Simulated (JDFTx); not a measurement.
Crystal: BN.

```
N B
1.0
     2.49824    0.00000    0.00000
    -1.24912    2.16354    0.00000
     0.00000    0.00000    6.63570
N B
2 2
Direct
  0.66667 0.33333 0.25000
  0.33333 0.66667 0.75000
  0.66667 0.33333 0.75000
  0.33333 0.66667 0.25000
```

Base run:

| Item | Value |
| --- | --- |
| Program | JDFTx 1.7.0 (patched build) |
| Functional | r2SCAN |
| Potentials or basis | SG15-PBE-1.2 |
| Cutoff | 1088 eV |
| Density cutoff | 8708 eV |
| k mesh | 10 × 10 × 3 |
| Occupations | fermi-dirac, width 0.05 eV |
| Spin | no spin polarisation |

Its results: band gap on the k mesh 4.88 eV, indirect (least direct gap 5.36 eV); pressure -0.4 GPa.

Task: The run is repeated on the same cell with these changes: functional from r2SCAN to TASK. What comes out?

Result: Band gap on the k mesh 5.88 eV, indirect (least direct gap 6.32 eV); pressure 3.9 GPa.

Caveats: the empty levels aren't tightly converged; the potentials were made for another functional, which shifts forces and pressure; an odd mesh through Γ misses points on the zone boundary, where band edges often lie.

Not every run made on this cell is shown here.
